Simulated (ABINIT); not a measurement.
## LiCl (Fm-3m): G0W0 in ABINIT against the bands in the screening

Wanted: the cheapest bands in the screening that holds the gap of LiCl (Fm-3m).

Calculated with ABINIT 10.8.3; LDA and many-body steps on it, plane waves.

The database entry behind the starting cell differs from later determinations by our own check (0.1 to 0.3 % short, probably kX units), so it need not match the best structure at ambient conditions.

### Step 1. Set-up

The structure is cubic, space group Fm-3m (No. 225). The conventional cell has a = 5.130 Å, b = 5.130 Å, c = 5.130 Å, α = 90.00°, β = 90.00°, γ = 90.00°. Nearest to Li lie 6 Cl at 2.56 Å. Nearest to Cl lie 6 Li at 2.56 Å. Farther neighbours and most contacts between anions are not listed.

The cell and positions come from the Crystallography Open Database and are kept as given unless a step says otherwise.

### Step 2. Screening, 4×4×4 mesh, 13 bands, screening to 130.6 eV

This step: ABINIT 10.8.3; RPA screening on LDA, plane waves, norm-conserving pseudopotentials.

The RPA dielectric matrix is built and inverted for each q.

Contents of run.abi:

```
acell 3*1.0 Angstrom
rprim 
  0.000000000000 2.564770000000 2.564770000000
  2.564770000000 0.000000000000 2.564770000000
  2.564770000000 2.564770000000 -0.000000000000
ntypat 2
znucl 3 17
natom 2
typat 1 2
xred 
  0.000000000000 0.000000000000 0.000000000000
  0.500000000000 0.500000000000 0.500000000000
pp_dirpath "pseudos"
pseudos "Li.upf, Cl.upf"
ecut 33
ngkpt 4 4 4
nshiftk 1
shiftk 0 0 0
kptopt 1
chksymbreak 0
istwfk *1
occopt 1
irdwfk 1
optdriver 3
nband 13
ecuteps 4.8
inclvkb 2
awtr 1
symchi 1
indata_prefix "in"
outdata_prefix "out"
tmpdata_prefix "tmp"
```

Launch:

```
OMP_NUM_THREADS=1 mpirun -n 4 abinit run.abi > log
```

The log of the run:

```text
.Version 10.8.3 of ABINIT. v10.8.2 released Aug 2026.

 Symmetries : space group Fm -3 m (#225); Bravais cF (face-center cubic)
[... echo of the input left out ...]
== DATASET  1 ==================================================================
-   mpi_nproc: 4, omp_nthreads: 1 (-1 if OMP is not activated)

--- !DatasetInfo
iteration_state: {dtset: 1, }
dimensions: {natom: 2, nkpt: 8, mband: 13, nsppol: 1, nspinor: 1, nspden: 1, mpw: 2085, }
cutoff_energies: {ecut:  33.0, pawecutdg:  -1.0, }
electrons: {nelect:   1.00000000E+01, charge:   0.00000000E+00, occopt:   1.00000000E+00, tsmear:   1.00000000E-02, }

 SCREENING: Calculation of the susceptibility and dielectric matrices

 Based on a program developped by R.W. Godby, V. Olevano, G. Onida, and L. Reining.
 Incorporated in ABINIT by V. Olevano, G.-M. Rignanese, and M. Torrent.
.Using double precision arithmetic ; gwpc =  8

[... cell and pseudopotentials left out ...]
--------------------------------------------------------------------------------

 ==== K-mesh for the wavefunctions ====
 Number of points in the irreducible wedge :     8
[... list of points left out ...]
 Together with 48 symmetry operations and time-reversal symmetry
 yields    64 points in the full Brillouin Zone.

 ==== Q-mesh for the screening function ====
 Number of points in the irreducible wedge :     8
[... list of points left out ...]
 Together with 48 symmetry operations and time-reversal symmetry
 yields    64 points in the full Brillouin Zone.

 setmesh: FFT mesh size selected  =    24x   24x   24
          total number of points  =        13824

 vcoul_init : cutoff-mode = AUXILIARY_FUNCTION
 q-points for optical limit:   1
     1)      0.000010    0.000020    0.000030

- screening: taking advantage of time-reversal symmetry
- Maximum band index for partially occupied states nbvw = 5
- Remaining bands to be divided among processors   nbcw = 8
- Number of bands treated by each node ~2

 Number of electrons calculated from density =   10.0000; Expected =   10.0000
 average of density, n =  0.043917
 r_s =    1.7583
 omega_plasma =   20.2148 [eV]

 calculating chi0 at frequencies [eV] :
  1    0.000000E+00    0.000000E+00
  2    0.000000E+00    2.021481E+01

--------------------------------------------------------------------------------
  q-point number  1        q = ( 0.000000, 0.000000, 0.000000) [r.l.u.]
--------------------------------------------------------------------------------
[... chi0 elements left out ...]
 For q-point:  0.000010 0.000020 0.000030
  dielectric constant =   2.9739
  dielectric constant without local fields =   3.4861

  Average fulfillment of the sum rule on Im[epsilon] for q-point    1 :     19.68  [%]
[... wings left out ...]
  q-point number  2        q = ( 0.250000, 0.000000, 0.000000) [r.l.u.]
--------------------------------------------------------------------------------
[... chi0 elements left out ...]
  Average fulfillment of the sum rule on Im[epsilon] for q-point    2 :     53.76  [%]

 [... 6 further q-points ...]
```

It took 2 s on 4 MPI ranks of Arm Neoverse V2, shared host; peak memory 0.09 GiB; 7.7 s of CPU time.

This step gave:

```
ε∞ with local fields, on this mesh, along the program's q direction : 2.974
the same without local fields                                       : 3.486
plasma frequency                                                    : 20.21 eV
plane waves in the screening matrix                                 : 113
```

Local fields lower ε∞ by 15 %. On a Γ-centred mesh this coarse the value itself is usually too large, while a short band sum pulls it down.

### Step 3. 13 bands

This step: G0W0 on LDA, plane waves, norm-conserving pseudopotentials.

Edit run.abi of step 2 so:

```diff
@@ -23,8 +23,15 @@
 irdwfk 1
-optdriver 3
-nband 13
+optdriver 4
+nband 44
+gwcalctyp 0
+ecutsigx 33
+symsigma 1
+nkptgw 1
+kptgw 
+  0.0000000000 0.0000000000 0.0000000000
+bdgw 
+  3 9
 ecuteps 4.8
-inclvkb 2
-awtr 1
-symchi 1
+irdscr 1
+ppmodel 1
 indata_prefix "in"
```

The log of the run:

```text
.Version 10.8.3 of ABINIT. v10.8.2 released Aug 2026.

 Symmetries : space group Fm -3 m (#225); Bravais cF (face-center cubic)
[... echo of the input left out ...]
== DATASET  1 ==================================================================
-   mpi_nproc: 4, omp_nthreads: 1 (-1 if OMP is not activated)

--- !DatasetInfo
iteration_state: {dtset: 1, }
dimensions: {natom: 2, nkpt: 8, mband: 44, nsppol: 1, nspinor: 1, nspden: 1, mpw: 2085, }
cutoff_energies: {ecut:  33.0, pawecutdg:  -1.0, }
electrons: {nelect:   1.00000000E+01, charge:   0.00000000E+00, occopt:   1.00000000E+00, tsmear:   1.00000000E-02, }

 SIGMA: Calculation of the GW corrections

 Based on a program developped by R.W. Godby, V. Olevano, G. Onida, and L. Reining.
 Incorporated in ABINIT by V. Olevano, G.-M. Rignanese, and M. Torrent.
.Using double precision arithmetic ; gwpc =  8

[... cell and pseudopotentials left out ...]
--------------------------------------------------------------------------------

 ==== K-mesh for the wavefunctions ====
 Number of points in the irreducible wedge :     8
[... list of points left out ...]
 Together with 48 symmetry operations and time-reversal symmetry
 yields    64 points in the full Brillouin Zone.

 ==== Q-mesh for screening function ====
 Number of points in the irreducible wedge :     8
[... list of points left out ...]
 Together with 48 symmetry operations and time-reversal symmetry
 yields    64 points in the full Brillouin Zone.

 vcoul_init : cutoff-mode = AUXILIARY_FUNCTION
 q-points for optical limit:   1
     1)      0.000010    0.000020    0.000030
 setmesh: FFT mesh size selected  =    36x   36x   36
          total number of points  =        46656

 Number of electrons calculated from density =   10.0000; Expected =   10.0000
 average of density, n =  0.043917
 r_s =    1.7583
 omega_plasma =   20.2148 [eV]

 === KS Band Gaps ===
  >>>> For spin  1
   Minimum direct gap =   5.9890 [eV], located at k-point      :   0.0000  0.0000  0.0000
   Fundamental gap    =   5.9890 [eV], Top of valence bands at :   0.0000  0.0000  0.0000
                                       Bottom of conduction at :   0.0000  0.0000  0.0000
 SIGMA fundamental parameters:
 PLASMON POLE MODEL  1
 number of plane-waves for SigmaX                 2085
 number of plane-waves for SigmaC and W            113
 number of plane-waves for wavefunctions          2085
 number of bands                                    44
 number of independent spin polarizations            1
 number of spinorial components                      1
 number of k-points in IBZ                           8
 number of q-points in IBZ                           8
 number of symmetry operations                      48
 number of k-points in BZ                           64
 number of q-points in BZ                           64
 number of frequencies for dSigma/dE                 9
 frequency step for dSigma/dE [eV]                0.25
 number of omega for Sigma on real axis              0
 max omega for Sigma on real axis  [eV]           0.00
 zcut for avoiding poles [eV]                     0.10

 EPSILON^-1 parameters (SCR file):
 dimension of the eps^-1 matrix on file            113
 dimension of the eps^-1 matrix used               113
 number of plane-waves for wavefunctions          2085
 number of bands                                    13
 number of q-points in IBZ                           8
 number of frequencies                               2
 number of real frequencies                          1
 number of imag frequencies                          1

 matrix elements of self-energy operator (all in [eV])

 Perturbative Calculation

--- !SelfEnergy_ee
iteration_state: {dtset: 1, }
kpoint     : [   0.000,    0.000,    0.000, ]
spin       : 1
KS_gap     :    5.989
QP_gap     :    8.923
Delta_QP_KS:    2.934
data: !SigmaeeData |
     Band     E0 <VxcDFT>   SigX SigC(E0)      Z dSigC/dE  Sig(E)    E-E0       E
        3   0.082 -14.528 -18.906   2.605   0.803  -0.245 -15.952  -1.424  -1.342
        4   0.082 -14.528 -18.906   2.605   0.803  -0.245 -15.952  -1.424  -1.342
        5   0.082 -14.528 -18.906   2.605   0.803  -0.245 -15.952  -1.424  -1.342
        6   6.071  -9.728  -4.830  -3.116   0.848  -0.179  -8.217   1.511   7.582
        7  11.664  -9.876  -4.327  -3.176   0.844  -0.185  -7.874   2.002  13.666
        8  11.664  -9.876  -4.327  -3.176   0.844  -0.185  -7.874   2.002  13.666
        9  11.664  -9.876  -4.327  -3.176   0.844  -0.185  -7.874   2.002  13.666

== END DATASET(S) ==============================================================
================================================================================

 -outvars: echo values of variables after computation  --------
           etotal      0.0000000000E+00
            nband          44
             nkpt           8
          spgroup         225
 [... the other variables as echoed above ...]

 Calculation completed.
```

Elapsed: 2.1 s, on 4 MPI ranks; peak memory 0.12 GiB; 7.9 s of CPU time.

Numbers from this step:

| Item | Value |
| --- | --- |
| G0W0 gap on the points computed | 8.924 eV |
| starting gap on the mesh | 5.989 eV |
| k of the valence top | 0, 0, 0 |
| k of the conduction bottom | 0, 0, 0 |
| Z at the valence top | 0.803 |
| Z at the conduction bottom | 0.848 |
| least direct G0W0 gap on the computed points | 8.924 eV |

### Step 4. Screening, 4×4×4 mesh, 14 bands, screening to 130.6 eV

This step: RPA screening on LDA, plane waves, norm-conserving pseudopotentials.

Edit run.abi of step 3 so:

```diff
@@ -23,15 +23,8 @@
 irdwfk 1
-optdriver 4
-nband 44
-gwcalctyp 0
-ecutsigx 33
-symsigma 1
-nkptgw 1
-kptgw 
-  0.0000000000 0.0000000000 0.0000000000
-bdgw 
-  3 9
+optdriver 3
+nband 14
 ecuteps 4.8
-irdscr 1
-ppmodel 1
+inclvkb 2
+awtr 1
+symchi 1
 indata_prefix "in"
```

The log of the run:

```text
.Version 10.8.3 of ABINIT. v10.8.2 released Aug 2026.

 Symmetries : space group Fm -3 m (#225); Bravais cF (face-center cubic)
[... echo of the input left out ...]
== DATASET  1 ==================================================================
-   mpi_nproc: 4, omp_nthreads: 1 (-1 if OMP is not activated)

--- !DatasetInfo
iteration_state: {dtset: 1, }
dimensions: {natom: 2, nkpt: 8, mband: 14, nsppol: 1, nspinor: 1, nspden: 1, mpw: 2085, }
cutoff_energies: {ecut:  33.0, pawecutdg:  -1.0, }
electrons: {nelect:   1.00000000E+01, charge:   0.00000000E+00, occopt:   1.00000000E+00, tsmear:   1.00000000E-02, }

 SCREENING: Calculation of the susceptibility and dielectric matrices

 Based on a program developped by R.W. Godby, V. Olevano, G. Onida, and L. Reining.
 Incorporated in ABINIT by V. Olevano, G.-M. Rignanese, and M. Torrent.
.Using double precision arithmetic ; gwpc =  8

[... cell and pseudopotentials left out ...]
--------------------------------------------------------------------------------

 ==== K-mesh for the wavefunctions ====
 Number of points in the irreducible wedge :     8
[... list of points left out ...]
 Together with 48 symmetry operations and time-reversal symmetry
 yields    64 points in the full Brillouin Zone.

 ==== Q-mesh for the screening function ====
 Number of points in the irreducible wedge :     8
[... list of points left out ...]
 Together with 48 symmetry operations and time-reversal symmetry
 yields    64 points in the full Brillouin Zone.

 setmesh: FFT mesh size selected  =    24x   24x   24
          total number of points  =        13824

 vcoul_init : cutoff-mode = AUXILIARY_FUNCTION
 q-points for optical limit:   1
     1)      0.000010    0.000020    0.000030

- screening: taking advantage of time-reversal symmetry
- Maximum band index for partially occupied states nbvw = 5
- Remaining bands to be divided among processors   nbcw = 9
- Number of bands treated by each node ~2

 Number of electrons calculated from density =   10.0000; Expected =   10.0000
 average of density, n =  0.043917
 r_s =    1.7583
 omega_plasma =   20.2148 [eV]

 calculating chi0 at frequencies [eV] :
  1    0.000000E+00    0.000000E+00
  2    0.000000E+00    2.021481E+01

--------------------------------------------------------------------------------
  q-point number  1        q = ( 0.000000, 0.000000, 0.000000) [r.l.u.]
--------------------------------------------------------------------------------
[... chi0 elements left out ...]
 For q-point:  0.000010 0.000020 0.000030
  dielectric constant =   2.9756
  dielectric constant without local fields =   3.4920

  Average fulfillment of the sum rule on Im[epsilon] for q-point    1 :     21.63  [%]
[... wings left out ...]
  q-point number  2        q = ( 0.250000, 0.000000, 0.000000) [r.l.u.]
--------------------------------------------------------------------------------
[... chi0 elements left out ...]
  Average fulfillment of the sum rule on Im[epsilon] for q-point    2 :     55.26  [%]

 [... 6 further q-points ...]
```

Run time: 2.2 s. Hardware: 4 MPI ranks; peak memory 0.09 GiB; 8.5 s of CPU time.

Numbers from this step:

| Item | Value |
| --- | --- |
| ε∞ with local fields, on this mesh, along the program's q direction | 2.976 |
| the same without local fields | 3.492 |
| plasma frequency | 20.21 eV |
| plane waves in the screening matrix | 113 |

### Step 5. 14 bands

The self-energy is evaluated for the states that the input lists, and the levels follow from it, in one-shot runs by the linearised quasiparticle equation.

This step: G0W0 on LDA, plane waves, norm-conserving pseudopotentials.

Edit run.abi of step 4 so:

```diff
@@ -23,8 +23,15 @@
 irdwfk 1
-optdriver 3
-nband 14
+optdriver 4
+nband 44
+gwcalctyp 0
+ecutsigx 33
+symsigma 1
+nkptgw 1
+kptgw 
+  0.0000000000 0.0000000000 0.0000000000
+bdgw 
+  3 9
 ecuteps 4.8
-inclvkb 2
-awtr 1
-symchi 1
+irdscr 1
+ppmodel 1
 indata_prefix "in"
```

The log of the run:

```text
.Version 10.8.3 of ABINIT. v10.8.2 released Aug 2026.

 Symmetries : space group Fm -3 m (#225); Bravais cF (face-center cubic)
[... echo of the input left out ...]
== DATASET  1 ==================================================================
-   mpi_nproc: 4, omp_nthreads: 1 (-1 if OMP is not activated)

--- !DatasetInfo
iteration_state: {dtset: 1, }
dimensions: {natom: 2, nkpt: 8, mband: 44, nsppol: 1, nspinor: 1, nspden: 1, mpw: 2085, }
cutoff_energies: {ecut:  33.0, pawecutdg:  -1.0, }
electrons: {nelect:   1.00000000E+01, charge:   0.00000000E+00, occopt:   1.00000000E+00, tsmear:   1.00000000E-02, }

 SIGMA: Calculation of the GW corrections

 Based on a program developped by R.W. Godby, V. Olevano, G. Onida, and L. Reining.
 Incorporated in ABINIT by V. Olevano, G.-M. Rignanese, and M. Torrent.
.Using double precision arithmetic ; gwpc =  8

[... cell and pseudopotentials left out ...]
--------------------------------------------------------------------------------

 ==== K-mesh for the wavefunctions ====
 Number of points in the irreducible wedge :     8
[... list of points left out ...]
 Together with 48 symmetry operations and time-reversal symmetry
 yields    64 points in the full Brillouin Zone.

 ==== Q-mesh for screening function ====
 Number of points in the irreducible wedge :     8
[... list of points left out ...]
 Together with 48 symmetry operations and time-reversal symmetry
 yields    64 points in the full Brillouin Zone.

 vcoul_init : cutoff-mode = AUXILIARY_FUNCTION
 q-points for optical limit:   1
     1)      0.000010    0.000020    0.000030
 setmesh: FFT mesh size selected  =    36x   36x   36
          total number of points  =        46656

 Number of electrons calculated from density =   10.0000; Expected =   10.0000
[...]
number of q-points in BZ                           64
 number of frequencies for dSigma/dE                 9
 frequency step for dSigma/dE [eV]                0.25
 number of omega for Sigma on real axis              0
 max omega for Sigma on real axis  [eV]           0.00
 zcut for avoiding poles [eV]                     0.10

 EPSILON^-1 parameters (SCR file):
 dimension of the eps^-1 matrix on file            113
 dimension of the eps^-1 matrix used               113
 number of plane-waves for wavefunctions          2085
 number of bands                                    14
 number of q-points in IBZ                           8
 number of frequencies                               2
 number of real frequencies                          1
 number of imag frequencies                          1

 matrix elements of self-energy operator (all in [eV])

 Perturbative Calculation

--- !SelfEnergy_ee
iteration_state: {dtset: 1, }
kpoint     : [   0.000,    0.000,    0.000, ]
spin       : 1
KS_gap     :    5.989
QP_gap     :    8.890
Delta_QP_KS:    2.901
data: !SigmaeeData |
     Band     E0 <VxcDFT>   SigX SigC(E0)      Z dSigC/dE  Sig(E)    E-E0       E
        3   0.082 -14.528 -18.906   2.594   0.803  -0.246 -15.960  -1.431  -1.349
        4   0.082 -14.528 -18.906   2.594   0.803  -0.246 -15.960  -1.431  -1.349
        5   0.082 -14.528 -18.906   2.594   0.803  -0.246 -15.960  -1.431  -1.349
        6   6.071  -9.728  -4.830  -3.164   0.847  -0.180  -8.259   1.469   7.540
        7  11.664  -9.876  -4.327  -3.218   0.842  -0.188  -7.913   1.962  13.627
        8  11.664  -9.876  -4.327  -3.218   0.842  -0.188  -7.913   1.962  13.627
        9  11.664  -9.876  -4.327  -3.218   0.842  -0.188  -7.913   1.962  13.627

== END DATASET(S) ==============================================================
================================================================================

 -outvars: echo values of variables after computation  --------
           etotal      0.0000000000E+00
            nband          44
             nkpt           8
          spgroup         225
 [... the other variables as echoed above ...]

 Calculation completed.
```

It took 2 s on 4 MPI ranks; peak memory 0.12 GiB.

Numbers from this step:

- G0W0 gap on the points computed: 8.889 eV
- starting gap on the mesh: 5.989 eV
- k of the valence top: 0, 0, 0
- k of the conduction bottom: 0, 0, 0
- Z at the valence top: 0.803
- Z at the conduction bottom: 0.847
- least direct G0W0 gap on the computed points: 8.889 eV

The gap on the mesh goes from 5.99 eV to 8.89 eV, a correction of +2.90 eV.

### Step 6. Screening, 4×4×4 mesh, 44 bands, screening to 130.6 eV

This step: RPA screening on LDA, plane waves, norm-conserving pseudopotentials.

Edit run.abi of step 5 so:

```diff
@@ -23,15 +23,8 @@
 irdwfk 1
-optdriver 4
+optdriver 3
 nband 44
-gwcalctyp 0
-ecutsigx 33
-symsigma 1
-nkptgw 1
-kptgw 
-  0.0000000000 0.0000000000 0.0000000000
-bdgw 
-  3 9
 ecuteps 4.8
-irdscr 1
-ppmodel 1
+inclvkb 2
+awtr 1
+symchi 1
 indata_prefix "in"
```

The log of the run:

```text
.Version 10.8.3 of ABINIT. v10.8.2 released Aug 2026.

 Symmetries : space group Fm -3 m (#225); Bravais cF (face-center cubic)
[... echo of the input left out ...]
== DATASET  1 ==================================================================
-   mpi_nproc: 4, omp_nthreads: 1 (-1 if OMP is not activated)

--- !DatasetInfo
iteration_state: {dtset: 1, }
dimensions: {natom: 2, nkpt: 8, mband: 44, nsppol: 1, nspinor: 1, nspden: 1, mpw: 2085, }
cutoff_energies: {ecut:  33.0, pawecutdg:  -1.0, }
[...]
--------------------------------------------------------------------------------
[... chi0 elements left out ...]
 For q-point:  0.000010 0.000020 0.000030
  dielectric constant =   3.0033
  dielectric constant without local fields =   3.5172

  Average fulfillment of the sum rule on Im[epsilon] for q-point    1 :     61.79  [%]
[... wings left out ...]
  q-point number  2        q = ( 0.250000, 0.000000, 0.000000) [r.l.u.]
--------------------------------------------------------------------------------
[... chi0 elements left out ...]
  Average fulfillment of the sum rule on Im[epsilon] for q-point    2 :     75.01  [%]

 [... 6 further q-points ...]
```

Run time: 3.7 s. Hardware: 4 MPI ranks; peak memory 0.4 GiB.

This step gave:

| Property | Result |
| --- | --- |
| ε∞ with local fields, on this mesh, along the program's q direction | 3.003 |
| the same without local fields | 3.517 |
| plasma frequency | 20.21 eV |
| plane waves in the screening matrix | 113 |

[end of part 1 of 2]

[Paths, hosts, dates, memory and timing lines, banners, echoed tables and standing remarks are left out of the program output.]

[Logs are printed without paths, hosts, clocks, repeated set-up lines and the standing remarks that a program may print on its own settings, such as how far it seeks lower states.]

[Runs of the session that timed out or met a known fault of the program may be left out.]

[Hosts, paths, dates, database ids (printed as entryN), source tags and the programs' standing remarks are cut or masked in the printed files.]

[G0W0 gaps are taken among the corrected bands and points alone; a level outside them can change the order at an edge.]

[Where Ansatz stands beside ABINIT at settings called matched, ABINIT's density can come from a denser mesh and the files from another edition; pairs whose starting gaps differed by over 0.03 eV were left out, so agreement reads better than it is.]
